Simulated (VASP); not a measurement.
A run of VASP 6.6.1:

INCAR

```
SYSTEM = W
ALGO = Normal ; EDIFF = 1E-7
ENCUT = 520 ; GGA = PE
ISIF = 2 ; ISMEAR = 0
LASPH = .True. ; LCHARG = .False.
LREAL = .False. ; LWAVE = .False.
NBANDS = 13 ; NELM = 80
PREC = Accurate ; SIGMA = 0.1
```

KPOINTS

```
k-points
0
Gamma
  4 4 4
  0 0 0
```

POSCAR

```
W                                       
1.0
   -1.6374080526      1.6374080526      1.6374080526
    1.6374080526     -1.6374080526      1.6374080526
    1.6374080526      1.6374080526     -1.6374080526
  W             
     1
Direct
     0.0000000000000000    0.0000000000000000    0.0000000000000000
```

Potentials or basis: VASP PAW PBE potentials, release 64 (W_sv).

Command:

```bash
$ cat potpaw_PBE.64/W_sv/POTCAR > POTCAR
$ mpirun -np 1 vasp_std > vasp.out
```

Hardware: 1 thread of Intel(R) Xeon(R) Platinum 8488C (Sapphire Rapids), with other jobs on the host.

Task: Estimate the wall time of this run.

Result: It took 4.2 s on 1 thread of Intel(R) Xeon(R) Platinum 8488C (Sapphire Rapids), with other jobs on the host, peak memory 0.13 GiB. Counts: scf iterations 12, k points 8.
